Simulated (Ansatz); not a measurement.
## SiRu: zone-centre modes

Theory: DFT PBE, scalar-relativistic, plane waves, PAW (Ansatz). Plane waves to 420 eV; Γ-centred k mesh 8×8×8; Gaussian smearing of 0.01 eV. No spin polarisation. Phonons by linear response, acoustic sum rule imposed.

The cell, relaxed at this level:
```xyz
8
Lattice="4.7359 0.0000 0.0000 0.0000 4.7359 0.0000 0.0000 0.0000 4.7359" Properties=species:S:1:pos:R:3 pbc="T T T"
Si    0.7693    1.5986    3.1372
Si    1.5986    3.1372    0.7693
Si    3.1372    0.7693    1.5986
Si    3.9666    3.9666    3.9666
Ru    4.1239    2.9799    1.7560
Ru    2.9799    1.7560    4.1239
Ru    1.7560    4.1239    2.9799
Ru    0.6120    0.6120    0.6120
```

It was relaxed at this level from a Materials Project cell.

Task: Is this structure stable against zone-centre distortions?

Result: Yes, at Γ: no optical mode is imaginary. Strains and other wave vectors aren't tested by this run.

Task: List the optical modes at Γ (i marks imaginary ones).

Result:
```tsv
frequency (THz)	degeneracy
4.76	1
4.95	2
5.67	3
7.58	3
8.82	3
8.83	2
9.33	3
11.81	1
12.97	3
```
